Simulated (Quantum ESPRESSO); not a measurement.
The system is Au.

```
Au
1.0
    -1.65727    1.65727    1.65727
     1.65727   -1.65727    1.65727
     1.65727    1.65727   -1.65727
Au
1
Direct
  0.00000 0.00000 0.00000
```

This isn't the form of Au at room conditions, which is fcc.

```yaml
Program: Quantum ESPRESSO 7.5
Task: single point
Functional: PBE
Potentials_or_basis: SSSP 1.3 efficiency PBE
Cutoff: 816 eV
Density_cutoff: 3265 eV
k_mesh: 11 × 11 × 11
Occupations: fermi-dirac, width 0.05 eV
Spin: no spin polarisation
```

On this cell: pressure -1.7 GPa; band gap on the k mesh none (metal or under the smearing width).

The same run follows on a disturbed copy (cell strained at random at fixed volume):

```
Au
1.0
    -1.66724    1.61085    1.66470
     1.60373   -1.63568    1.62603
     1.73643    1.70488   -1.68953
Au
1
Direct
  0.99012 0.98291 0.97870
```

Task: What does the disturbed cell give?

Result: The energy (extrapolated to zero smearing) moves by +6.3 meV/atom; pressure -1.3 GPa; band gap on the k mesh none (metal or under the smearing width).

Stress tensor (GPa, compression positive):
```
-0.64 -2.06  1.91
-2.06 -1.25  0.24
 1.91  0.24 -2.00
```
